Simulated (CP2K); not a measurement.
Runs of CP2K 2026.2 on TiC. Symmetry: Fm-3m, No. 225, cubic system. The conventional cell has a = 4.331 Å, b = 4.331 Å, c = 4.331 Å, α = 90.00°, β = 90.00°, γ = 90.00°. Around Ti (site symmetry m-3m) lie 6 C at 2.17 Å. C (site symmetry m-3m) is surrounded by 6 Ti at 2.17 Å. The cell is a database's computed one.

```tsv
level	potentials or basis	smearing	points a segment of the path (NPOINTS)	CUTOFF of the grids	gap on the mesh (eV)	pressure (GPa)
LDA	GTH_POTENTIALS Ti GTH-PADE-q12, C GTH-PADE-q4; TZVP-MOLOPT-PBE-GTH basis	fermi-dirac 0.0259 eV	10	450 Ry	none	-12.4
PBEsol	POTENTIAL_UZH Ti GTH-PBE-q12, C GTH-PBE-q4; TZVP-MOLOPT-PBE-GTH basis	fermi-dirac 0.01 eV	6	450 Ry	none	-5.5
PBE	POTENTIAL_UZH Ti GTH-PBE-q12, C GTH-PBE-q4; TZVP-MOLOPT-PBE-GTH basis	fermi-dirac 0.1 eV	8	450 Ry	none	0.8
r2SCAN	POTENTIAL_UZH Ti GTH-SCAN-q12, C GTH-SCAN-q4; TZVP-MOLOPT-SCAN-GTH basis	fermi-dirac 0.1 eV	6	675 Ry	none	(a)
```

Alike in all rows: task band structure; no spin polarisation; cell as given; k mesh 11 × 11 × 11.

**Question.** Estimate the missing entries.

**Answer.** (a) 0.4.

Caveats: the basis of atomic orbitals isn't converged, which shifts pressures, moduli and gaps; the potentials were made for another functional, which shifts forces and pressure (some runs).

A gap of «none» marks a metal or a gap under the smearing width.
